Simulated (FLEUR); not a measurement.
# HgTe (Coloradoite) (F-43m) in FLEUR: notebook

Runs on HgTe (Coloradoite). Level: LDA. Tasks: equation of state.

Everything below comes from runs of FLEUR MaX-R8.1 (later development tree). Logs are shortened: lines on timing, memory, paths and dates and some standing lists are left out, and cuts for length are marked.

**Experimental background.**

A printed reference work, monograph reports, for a bulk crystal of HgTe: bulk modulus 43 GPa.

The results are compared with them further down.

### 1 Starting point

The structure is cubic, space group F-43m (No. 216). Conventional cell: a = 6.429 Å, b = 6.429 Å, c = 6.429 Å, α = 90.00°, β = 90.00°, γ = 90.00°. Around Hg (site symmetry -43m) lie 4 Te at 2.78 Å. Around Te (site symmetry -43m) lie 4 Hg at 2.78 Å.

### 2 Equation of state, LDA, 31.22 Å³/atom (volume scaled by 0.94)

Contents of inp.xml:

```xml
<?xml version="1.0" encoding="UTF-8" standalone="no"?>
<fleurInput fleurInputVersion="0.39">
   <comment>
      HgTe                                                                                                
   </comment>
   <calculationSetup>
      <cutoffs Kmax="4.26" Gmax="13.2" GmaxXC="13.2" numbands="0"/>
      <scfLoop itmax="60" minDistance="0.00001" maxIterBroyd="15" imix="Anderson" alpha="0.05" precondParam="0.0" spinf="2.0" sdNocoIR="T"/>
      <coreElectrons ctail="T" frcor="F" kcrel="0" coretail_lmax="0"/>
      <xcFunctional name="vwn" relativisticCorrections="F"/>
      <magnetism jspins="1"/>
      <soc l_soc="F" theta="0.0" phi="0.0" spav="F"/>
      <expertModes spex="0" secvar="F"/>
      <geometryOptimization l_f="F" forcealpha="1.0" forcemix="BFGS" epsdisp="0.00001" epsforce="0.00001"/>
      <ldaU l_linMix="F" mixParam="0.05" spinf="1.0"/>
   </calculationSetup>
   <cell>
      <bzIntegration valenceElectrons="42.0" mode="hist" fermiSmearingEnergy="0.00183747">
         <kPointListSelection listName="default-1"/>
         <!-- k-points included here -->
         <xi:include xmlns:xi="http://www.w3.org/2001/XInclude" href="kpts.xml"> </xi:include>
      </bzIntegration>
      <!-- symmetry operations included here -->
      <xi:include xmlns:xi="http://www.w3.org/2001/XInclude" href="sym.xml"> </xi:include>
      <bulkLattice scale="0.9795861087">
         <bravaisMatrix>
            <row-1>    0.0000000000000000     6.0745246275267002     6.0745246275267002</row-1>
            <row-2>    6.0745246275267002     0.0000000000000000     6.0745246275267002</row-2>
            <row-3>    6.0745246275267002     6.0745246275267002     0.0000000000000000</row-3>
         </bravaisMatrix>
      </bulkLattice>
   </cell>
   <atomSpecies>
      <species name="Mercury (Hg)" element="Hg" atomicNumber="80">
         <mtSphere radius="2.3" gridPoints="783" logIncrement="0.017"/>
         <atomicCutoffs lmax="9" lnonsphr="9"/>
         <electronConfig flipSpins="F">
            <coreConfig>(1s1/2) (2s1/2) (2p1/2) (2p3/2) (3s1/2) (3p1/2) (3p3/2) (4s1/2) (3d3/2) (3d5/2) (4p1/2) (4p3/2) (4d3/2) (4d5/2) (4f5/2) (4f7/2)</coreConfig>
            <valenceConfig>(5s1/2) (5p1/2) (5p3/2) (6s1/2) (5d3/2) (5d5/2)</valenceConfig>
         </electronConfig>
         <energyParameters s="6" p="6" d="5" f="5"/>
         <lo type="SCLO" l="0" n="5" eDeriv="0"/>
         <lo type="SCLO" l="1" n="5" eDeriv="0"/>
         <lo type="SCLO" l="1" n="5" eDeriv="1"/>
         <lo type="SCLO" l="2" n="5" eDeriv="2"/>
         <lo type="SCLO" l="3" n="5" eDeriv="2"/>
      </species>
      <species name="Tellurium (Te)" element="Te" atomicNumber="52">
         <mtSphere radius="2.43" gridPoints="829" logIncrement="0.016"/>
         <atomicCutoffs lmax="10" lnonsphr="10"/>
         <electronConfig flipSpins="F">
            <coreConfig>(1s1/2) (2s1/2) (2p1/2) (2p3/2) (3s1/2) (3p1/2) (3p3/2) (4s1/2) (3d3/2) (3d5/2)</coreConfig>
            <valenceConfig>(4p1/2) (4p3/2) (5s1/2) (4d3/2) (4d5/2) (5p1/2) (5p3/2)</valenceConfig>
            <stateOccupation state="(5p1/2)" spinUp="0.666667" spinDown="0.666667"/>
            <stateOccupation state="(5p3/2)" spinUp="1.333333" spinDown="1.333333"/>
         </electronConfig>
         <energyParameters s="5" p="5" d="5" f="4"/>
         <lo type="SCLO" l="1" n="4" eDeriv="0"/>
         <lo type="SCLO" l="1" n="4" eDeriv="1"/>
         <lo type="SCLO" l="2" n="4" eDeriv="0"/>
         <lo type="SCLO" l="2" n="4" eDeriv="1"/>
         <lo type="SCLO" l="0" n="5" eDeriv="2"/>
         <lo type="SCLO" l="3" n="4" eDeriv="2"/>
      </species>
   </atomSpecies>
   <atomGroups>
      <atomGroup species="Mercury (Hg)">
         <relPos label="                   1">.0000000000 .0000000000 .0000000000</relPos>
         <force calculate="T" relaxXYZ="TTT"/>
      </atomGroup>
      <atomGroup species="Tellurium (Te)">
         <relPos label="                   2">-1.000/4.000 -1.000/4.000 -1.000/4.000</relPos>
         <force calculate="T" relaxXYZ="TTT"/>
      </atomGroup>
   </atomGroups>
   <output dos="F" band="F" slice="F">
      <checks vchk="F" cdinf="F"/>
      <bandDOS minEnergy="-.5*Htr" maxEnergy="0.5*Htr" sigma="0.015" storeEVData="T"/>
      <vacuumDOS vacdos="F" integ="F" star="F" nstars="0" locx1="0.0" locy1="0.0" locx2="0.0" locy2="0.0" nstm="0" tworkf="0.0"/>
      <unfoldingBand unfoldBand="F" supercellX="1" supercellY="1" supercellZ="1"/>
      <plotting iplot="0" polar="F">
         <plot TwoD="T" vec1="  1.0  0.0  0.0" vec2="  0.0  1.0  0.0" vec3="  0.0  0.0  1.0" zero="  0.0  0.0  0.0" file="plot"/>
      </plotting>
      <chargeDensitySlicing numkpt="0" minEigenval="0.0" maxEigenval="0.0" nnne="0" pallst="F"/>
      <specialOutput eonly="F"/>
      <moessbauerParams electricFieldGradient="T" isomerShift="T" coreHyperfine="T" valenceHyperfine="T"/>
      <magneticCircularDichroism mcd="F" energyLo="-10.0" energyUp="0.0"/>
   </output>
  <!-- We include the file relax.xml here to enable relaxations (see documentation) -->
  <xi:include xmlns:xi="http://www.w3.org/2001/XInclude" href="relax.xml"> <xi:fallback/> </xi:include>
</fleurInput>
```

Potentials or basis: all-electron, FLAPW.

Started as:

```
inpgen -f crystal.txt -profile fastHighL
# inp.xml edited to the form shown
fleur_MPI
```

What it wrote:

```text
Welcome to FLEUR        (www.flapw.de)
      MaX-Release 8.1          (www.max-centre.eu)

 ========== k-point set info ==========
 Selected k-point list: default-1
 k-point list type: mesh
 7 x 7 x 7
 Number of k points: 20

 ------------Calculation Setup---------------------------
 Number of MPI-tasks      :            1
 Number of PE/node        :            1
 Number of OMP-threads    :            1
 Most efficient MPI parallelization for:
           1           2           4           5          10          20
 Additional eigenvalue parallelization possible
 Number of basis functions:          644
 Approximate size of matrices (H+S) per k-point:         0.012 GB
 --------------------------------------------------------
 Iteration:     1   Distance:       9.46313695 me/bohr^3
 Iteration:     2   Distance:       8.72297111 me/bohr^3
 Iteration:     3   Distance:       4.40156668 me/bohr^3
 Iteration:     4   Distance:       1.25199043 me/bohr^3
 Iteration:     5   Distance:       0.97522800 me/bohr^3
 Iteration:     6   Distance:       0.12019712 me/bohr^3
 Iteration:     7   Distance:       0.07750073 me/bohr^3
 Iteration:     8   Distance:       0.02780578 me/bohr^3
 Iteration:     9   Distance:       0.00344018 me/bohr^3
 Iteration:    10   Distance:       0.00319285 me/bohr^3
 Iteration:    11   Distance:       0.00118475 me/bohr^3
 Iteration:    12   Distance:       0.00013270 me/bohr^3
 Iteration:    13   Distance:       0.00003868 me/bohr^3
 Iteration:    14   Distance:       0.00000614 me/bohr^3

 ********************************************************************
 Run finished successfully
 Stop message:
   all done
 ********************************************************************
```

out.xml (last iteration):

```text
<iteration numberForCurrentRun="   14" overallNumber="   14">
         <energyParameters units="Htr">
            <atomicEP atomType="1" spin="1" branch="6s" branchLowest="-4.00" branchHighest="1.60" value="-0.0510901191"/>
            <atomicEP atomType="1" spin="1" branch="6p" branchLowest="-2.07" branchHighest="2.70" value="0.1254750778"/>
            <atomicEP atomType="1" spin="1" branch="5d" branchLowest="-12.44" branchHighest="0.23" value="-0.0267814522"/>
            <atomicEP atomType="1" spin="1" branch="5f" branchLowest="-3.20" branchHighest="2.56" value="0.4231250681"/>
            <loAtomicEP atomType="1" spin="1" branch="5s" branchLowest="-27.82" branchHighest="-4.00" value="-4.0094938310"/>
            <loAtomicEP atomType="1" spin="1" branch="5p" branchLowest="-20.77" branchHighest="-2.07" value="-2.1593859431"/>
            <loAtomicEP atomType="1" spin="1" branch="5p" branchLowest="-20.77" branchHighest="-2.07" value="-2.1593859431"/>
            <loAtomicEP atomType="1" spin="1" branch="5d" branchLowest="-12.44" branchHighest="0.23" value="-0.0474740489"/>
            <loAtomicEP atomType="1" spin="1" branch="5f" branchLowest="-3.20" branchHighest="2.56" value="0.4231203317"/>
            <atomicEP atomType="2" spin="1" branch="5s" branchLowest="-5.61" branchHighest="0.53" value="-0.2243819911"/>
            <atomicEP atomType="2" spin="1" branch="5p" branchLowest="-3.78" branchHighest="1.25" value="0.0493142489"/>
            <atomicEP atomType="2" spin="1" branch="5d" branchLowest="-1.10" branchHighest="2.50" value="0.2727799979"/>
            <atomicEP atomType="2" spin="1" branch="4f" branchLowest="-9.99" branchHighest="1.63" value="0.4274721346"/>
            <loAtomicEP atomType="2" spin="1" branch="4p" branchLowest="-29.09" branchHighest="-3.78" value="-3.7947569562"/>
            <loAtomicEP atomType="2" spin="1" branch="4p" branchLowest="-29.09" branchHighest="-3.78" value="-3.7947569562"/>
            <loAtomicEP atomType="2" spin="1" branch="4d" branchLowest="-20.16" branchHighest="-1.10" value="-1.1198896520"/>
            <loAtomicEP atomType="2" spin="1" branch="4d" branchLowest="-20.16" branchHighest="-1.10" value="-1.1198896520"/>
            <loAtomicEP atomType="2" spin="1" branch="5s" branchLowest="-5.61" branchHighest="0.53" value="-0.2243819911"/>
            <loAtomicEP atomType="2" spin="1" branch="4f" branchLowest="-9.99" branchHighest="1.63" value="0.4274727088"/>
         </energyParameters>
         <eigenvalues>
            <eigenvaluesAt spin="1" ikpt="1" k_x="0.00000000" k_y="0.00000000" k_z="0.00000000">
                      -4.0094583468       -3.7830256670       -3.7830256670       -3.7830256670       -2.1069868865
                      -2.1069868865       -2.1069868865       -1.1229657516       -1.1229657516       -1.1229657516
                      -1.1224856153       -1.1224856153       -0.2323235557       -0.0543236873       -0.0543236873
                      -0.0543236873       -0.0310081467       -0.0310081467        0.2064138428        0.2337181084
                       0.2337181084        0.2337181084        0.3822490301        0.3822490301        0.3822490301
                       0.4607151806        0.5874455204        0.5874455204        0.5874455204        0.5968707413
                       0.5968707413        0.6695606793        0.9041475541
            </eigenvaluesAt>
            <eigenvaluesAt spin="1" ikpt="2" k_x="0.00000000" k_y="0.00000000" k_z="0.14285714">
                      -4.0094583851       -3.7830257095       -3.7830256573       -3.7830256573       -2.1069889034
                      -2.1069870303       -2.1069870303       -1.1229727326       -1.1229644643       -1.1229644643
                      -1.1224831228       -1.1224831228       -0.2280371378       -0.0531245740       -0.0531245740
                      -0.0531167685       -0.0311406412       -0.0311406412        0.1530484297        0.2239165721
                       0.2239165721        0.2598243077        0.3808728298        0.3943976648        0.3943976648
                       0.5050019916        0.5514143932        0.5514143932        0.5711871446        0.6559587868
                       0.6559587868        0.7244115965        0.8711922424
[... 4 lines left out ...]
                      -1.1224807282       -1.1224807282       -0.2177545833       -0.0506999519       -0.0506999519
                      -0.0461866078       -0.0309984037       -0.0309984037        0.0827577281        0.2055236235
                       0.2055236235        0.2608762859        0.4111682969        0.4111682969        0.4256023857
[... 50 lines left out ...]
            <state n="4" l="0" j="0.5" energy="-5.6130519167" weight="1.0000000000"/>
            <state n="3" l="2" j="1.5" energy="-20.3983974508" weight="2.0000000000"/>
            <state n="3" l="2" j="2.5" energy="-20.0054023852" weight="3.0000000000"/>
         </coreStates>
         <allElectronCharges>
            <spinDependentCharge spin="1" total="132.0000000" interstitial="4.8029392" mtSpheres="127.1970608"/>
            <totalCharge value="131.9999999934"/>
         </allElectronCharges>
         <moessbauerParams unitsHFF="kG" unitsIS="e/bohr^3" unitsEFG="Htr/bohr^2">
            <coreIsomerShift atomType="1" isTotal="2509198.57547">
               <shell n="1" l="0" isomerShift="2073802.19041"/>
               <shell n="2" l="0" isomerShift="313908.64135"/>
               <shell n="2" l="1" isomerShift="23368.20940"/>
               <shell n="3" l="0" isomerShift="72084.08937"/>
               <shell n="3" l="1" isomerShift="6021.68442"/>
               <shell n="4" l="0" isomerShift="18490.94378"/>
               <shell n="3" l="2" isomerShift="0.00250"/>
               <shell n="4" l="1" isomerShift="1522.81358"/>
               <shell n="4" l="2" isomerShift="0.00068"/>
               <shell n="4" l="3" isomerShift="0.00000"/>
            </coreIsomerShift>
            <coreIsomerShift atomType="2" isTotal="231267.14103">
               <shell n="1" l="0" isomerShift="200865.49174"/>
               <shell n="2" l="0" isomerShift="23911.66416"/>
               <shell n="2" l="1" isomerShift="630.31358"/>
               <shell n="3" l="0" isomerShift="4721.53883"/>
               <shell n="3" l="1" isomerShift="135.08924"/>
               <shell n="4" l="0" isomerShift="1003.04345"/>
               <shell n="3" l="2" isomerShift="0.00003"/>
            </coreIsomerShift>
            <isomerShift atomType="1" nucleusRadius="0.0001383" averageDensity="2513210.24222"/>
            <isomerShift atomType="2" nucleusRadius="0.0001189" averageDensity="231386.51800"/>
            <electricFieldGradient atomType="1" VXX="0.00000" VYY="0.00000" VZZ="0.00000" asymParam="0.00000">
            </electricFieldGradient>
            <electricFieldGradient atomType="2" VXX="0.00000" VYY="0.00000" VZZ="0.00000" asymParam="0.00000">
            </electricFieldGradient>
         </moessbauerParams>
         <totalEnergy                                    value="   -26442.3588930071" units="Htr">
            <sumOfEigenvalues                            value="   -16233.8075028984">
               <coreElectrons value="-16179.1676390759"/>
               <valenceElectrons value="-54.6398638225"/>
            </sumOfEigenvalues>
            <densityCoulombPotentialIntegral value="-45376.3719699985"/>
            <densityEffectivePotentialIntegral value="-46084.3767190449"/>
            <chargeDenXCDenIntegral value="-533.4689438029"/>
            <FockExchangeEnergyValence value="0.0000000000"/>
            <FockExchangeEnergyCore value="0.0000000000"/>
            <atomTypeDependentContributions atomType="1">
               <electronNucleiInteractionDifferentMTs value="24764.3737047304"/>
               <MadelungTerm value="-45.6608998083"/>
            </atomTypeDependentContributions>
            <atomTypeDependentContributions atomType="2">
               <electronNucleiInteractionDifferentMTs value="8231.1699736205"/>
               <MadelungTerm value="-30.0686021923"/>
            </atomTypeDependentContributions>
            <tkbTimesEntropy value="0.0000231673"/>
            <freeEnergy value="-26442.3589161744"/>
            <extrapolationTo0K value="-26442.3589045908"/>
         </totalEnergy>
         <densityConvergence units="me/bohr^3">
            <chargeDensity spin="1" distance="0.0000061407"/>
         </densityConvergence>
      </iteration>
```

Run time: 2.1 min. Hardware: 1 thread of Intel Xeon at 2.50GHz (Skylake/Cascade Lake), shared host; peak memory 0.08 GiB.

What came out:

* Free energy: -719533.2417 eV
* Band gap on the k mesh: none (metal or under the smearing width)
* Valence electrons inside the program's atomic spheres: Hg 17.68; Te 19.52 (radii Hg 2.3, Te 2.43 bohr)

### 3 Equation of state, LDA, 31.89 Å³/atom (volume scaled by 0.96)

inp.xml: that of step 2 with these lines changed.

```diff
@@ -24,3 +24,3 @@
       <xi:include xmlns:xi="http://www.w3.org/2001/XInclude" href="sym.xml"> </xi:include>
-      <bulkLattice scale="0.9795861087">
+      <bulkLattice scale="0.9864848297">
          <bravaisMatrix>
```

Potentials or basis: all-electron, FLAPW.

Started as:

```
inpgen -f crystal.txt -profile fastHighL
# inp.xml edited to the form shown
fleur_MPI
```

Run time: 2.5 min. Hardware: 1 thread of Intel Xeon at 2.50GHz (Skylake/Cascade Lake), shared host; peak memory 0.08 GiB.

It converged, with:

```yaml
Free_energy: -719533.2663 eV
Band_gap_on_the_k_mesh: none (metal or under the smearing width)
Valence_electrons_inside_the_program's_atomic_spheres: Hg 17.67; Te 19.50 (radii Hg 2.3, Te 2.43 bohr)
```

### 4 Equation of state, LDA, 33.22 Å³/atom

inp.xml: that of step 3 with these lines changed.

```diff
@@ -24,3 +24,3 @@
       <xi:include xmlns:xi="http://www.w3.org/2001/XInclude" href="sym.xml"> </xi:include>
-      <bulkLattice scale="0.9864848297">
+      <bulkLattice scale="1.0000000000">
          <bravaisMatrix>
```

Started as:

```
inpgen -f crystal.txt -profile fastHighL
# inp.xml edited to the form shown
fleur_MPI
```

Wall time 2.5 min (1 thread of Intel Xeon at 2.50GHz (Skylake/Cascade Lake), shared host); peak memory 0.09 GiB.

The run converged. Its results:

```yaml
Free_energy: -719533.2865 eV
Band_gap_on_the_k_mesh: none (metal or under the smearing width)
Valence_electrons_inside_the_program's_atomic_spheres: Hg 17.65; Te 19.48 (radii Hg 2.3, Te 2.43 bohr)
```

### 5 Equation of state, LDA, 34.54 Å³/atom (volume scaled by 1.04)

inp.xml: that of step 4 with these lines changed.

```diff
@@ -24,3 +24,3 @@
       <xi:include xmlns:xi="http://www.w3.org/2001/XInclude" href="sym.xml"> </xi:include>
-      <bulkLattice scale="1.0000000000">
+      <bulkLattice scale="1.0131594038">
          <bravaisMatrix>
```

Started as:

```
inpgen -f crystal.txt -profile fastHighL
# inp.xml edited to the form shown
fleur_MPI
```

Wall time 2.9 min (1 thread of Intel Xeon at 2.50GHz (Skylake/Cascade Lake), shared host); peak memory 0.09 GiB.

The run converged. Its results:

```yaml
Free_energy: -719533.2743 eV
Band_gap_on_the_k_mesh: none (metal or under the smearing width)
Valence_electrons_inside_the_program's_atomic_spheres: Hg 17.63; Te 19.45 (radii Hg 2.3, Te 2.43 bohr)
```

### 6 Equation of state, LDA, 35.21 Å³/atom (volume scaled by 1.06)

inp.xml: that of step 5 with these lines changed.

```diff
@@ -24,3 +24,3 @@
       <xi:include xmlns:xi="http://www.w3.org/2001/XInclude" href="sym.xml"> </xi:include>
-      <bulkLattice scale="1.0131594038">
+      <bulkLattice scale="1.0196128224">
          <bravaisMatrix>
```

Potentials or basis: all-electron, FLAPW.

Started as:

```
inpgen -f crystal.txt -profile fastHighL
# inp.xml edited to the form shown
fleur_MPI
```

It took 2.9 min on 1 thread of Intel Xeon at 2.50GHz (Skylake/Cascade Lake), shared host; peak memory 0.09 GiB.

The run converged. Its results:

```
Free energy                                           : -719533.2581 eV
Band gap on the k mesh                                : none (metal or under the smearing width)
Valence electrons inside the program's atomic spheres : Hg 17.62; Te 19.44 (radii Hg 2.3, Te 2.43 bohr)
```

### 7 Equation of state, LDA

This step only gathers the single runs of the series.

Results:

```
Equilibrium volume                      : 33.33 Å³/atom
Bulk modulus                            : 48 GPa
Pressure derivative of the bulk modulus : 4.4 (rough: it moves with the points fitted)
```

Energy against volume, from the lowest point:
```
volume (Å³/atom)  energy (meV/atom)
          31.223              22.36
          31.887              10.08
          33.215               0.00
          34.544               6.10
          35.208              14.18
```

The run has no spin-orbit coupling, so splittings on Hg, Te are missing.

### 8 Against experiment

Step 7. Against the measured bulk modulus of HgTe, 43 GPa (a printed reference work, monograph), the calculated 48 GPa is off by +11.1 %. The fit is for a static lattice scaled at fixed shape and fixed fractional positions.
